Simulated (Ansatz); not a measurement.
An ideal cubic perovskite cell is held by its symmetry; such compounds can tilt or shift off centre at room temperature.

Where the default PAW files enter, the runs use the earlier of Ansatz's two default sets.

**Evanescent states of LaAlO₃ (Pm-3m, cubic perovskite, 5 atoms a cell, 10.8 Å³ an atom) along the normal of (110)**

Computed with r2SCAN (plane waves, PAW; Ansatz, a first-principles code).

No gap correction and no spin-orbit coupling; mid-gap is the computed energy nearest the middle.

Energies count from the valence-band top; κ is the least over a 8×6 mesh across the current.

| E (eV) | κ (1/Å) | where |
|---|---|---|
| 0.10 | 0.120 | off Γ |
| 0.28 | 0.191 | Γ |
| 0.47 | 0.227 | Γ |
| 0.67 | 0.257 | Γ |
| 0.85 | 0.281 | Γ |
| 1.04 | ? | Γ |
| 1.24 | ? | Γ |
| 1.43 | ? | Γ |
| 1.61 | ? | Γ |
| 1.80 | ? | Γ |
| 2.00 | ? | Γ |
| 2.19 | ? | Γ |
| 2.38 | ? | Γ |
| 2.56 | ? | Γ |
| 2.75 | ? | Γ |
| 2.94 | ? | Γ |
| 3.13 | 0.277 | Γ |
| 3.33 | 0.256 | Γ |
| 3.52 | 0.228 | Γ |
| 3.71 | 0.190 | Γ |
| 3.90 | 0.127 | Γ |

Problem. Complete the blanks.

Solution. 
- 1.04, κ (1/Å): 0.302
- 1.24, κ (1/Å): 0.319
- 1.43, κ (1/Å): 0.334
- 1.61, κ (1/Å): 0.341
- 1.80, κ (1/Å): 0.340
- 2.00, κ (1/Å): 0.337
- 2.19, κ (1/Å): 0.332
- 2.38, κ (1/Å): 0.325
- 2.56, κ (1/Å): 0.317
- 2.75, κ (1/Å): 0.306
- 2.94, κ (1/Å): 0.293
